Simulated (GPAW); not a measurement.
Input of a GPAW 26.7.0 run:

run.py

```python
from ase import Atoms
from ase.eos import EquationOfState
from ase.io import Trajectory
from ase.units import GPa
from gpaw import GPAW, PW, setup_paths

setup_paths.insert(0, '.')

atoms = Atoms(['Al', 'N'],
              cell=[[0.0, 2.1839935596, 2.1839935596],
                    [2.1839935596, 0.0, 2.1839935596],
                    [2.1839935596, 2.1839935596, 0.0]],
              scaled_positions=[[0.0, 0.0, 0.0],
                                [0.25, 0.25, 0.25]],
              pbc=True)

traj = Trajectory('eos.traj', 'w')
volumes, energies = [], []
for x in [0.94, 0.96, 0.98, 1.0, 1.02, 1.04, 1.06]:
    a = atoms.copy()
    a.set_cell(atoms.cell * x**(1 / 3), scale_atoms=True)
    calc = GPAW(mode=PW(800),
                xc='PBEsol',
                kpts={'size': (10, 10, 10), 'gamma': True},
                occupations={'name': 'fermi-dirac', 'width': 0.05},
                nbands=11,
                convergence={'density': 1e-05, 'energy': 1e-05},
                maxiter=150,
                txt=f'eos-{x:.2f}.txt')
    a.calc = calc
    energies.append(a.get_potential_energy(force_consistent=True))
    volumes.append(a.get_volume())
    p = -a.get_stress()[:3].mean() / GPa
    calc.write(f'eos-{x:.2f}.gpw')
    traj.write(a)
    print(f'{x:.2f} {volumes[-1]:10.4f} A^3 {energies[-1]:14.6f} eV {p:9.3f} GPa', flush=True)

v0, e0, B = EquationOfState(volumes, energies, eos='birchmurnaghan').fit()
print(f'V0 = {v0:.4f} A^3, E0 = {e0:.6f} eV, B0 = {B / GPa:.2f} GPa')
```

Potentials or basis: PAW data sets generated in the run's folder for this functional, pw.

Launch:

```bash
$ gpaw-setup -f PBEsol Al N
$ OMP_NUM_THREADS=1 python run.py
```

Q: Estimate the bulk modulus.

A: 200 GPa.

Q: Predict the pressure derivative of the bulk modulus.

A: 4.0.

Q: Predict the equilibrium volume.

A: 10.56 Å³/atom.

Energy against volume, from the lowest point:
| volume (Å³/atom) | energy (meV/atom) |
| --- | --- |
| 9.792 | 39.79 |
| 10.001 | 20.40 |
| 10.209 | 7.69 |
| 10.417 | 1.04 |
| 10.626 | 0.00 |
| 10.834 | 3.92 |
| 11.042 | 12.32 |
